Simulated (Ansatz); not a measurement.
# Computed properties of Ti

```
Ti
1.0
     2.95000    0.00000    0.00000
    -1.47500    2.55477    0.00000
     0.00000    0.00000    4.68600
Ti
2
Direct
  0.33333 0.66667 0.25000
  0.66667 0.33333 0.75000
```

Atoms are numbered in the order listed.

Conventional cell: a = 2.950 Å, b = 2.950 Å, c = 4.686 Å, α = 90.00°, β = 90.00°, γ = 120.00°. Around Ti (atom 1) lie 12 Ti at 2.90 to 2.95 Å.

The cell is COD entry 9008517, as deposited and not checked against the literature; nothing was relaxed.

The calculation used DFT, PBE, all-electron LAPW, scalar-relativistic in Ansatz 0.2.0.

Settings: a Γ-centred 13×13×7 k mesh, Fermi–Dirac smearing of 0.08 eV, basis error target 0.5 meV/atom, no spin polarisation.

```
Density of states at the Fermi level (0.2 eV bin) : 1.82 states/eV per cell
Volume per atom                                   : 119.2 bohr³
```

Give the computed value. Band gap.

none: bands cross the Fermi level, a metal.

Predict this quantity. Pressure at this cell.

-1.58 GPa.

Give the computed value. Stress xx, yy, zz (compression positive).

-1.45, -1.45, -1.84 GPa.
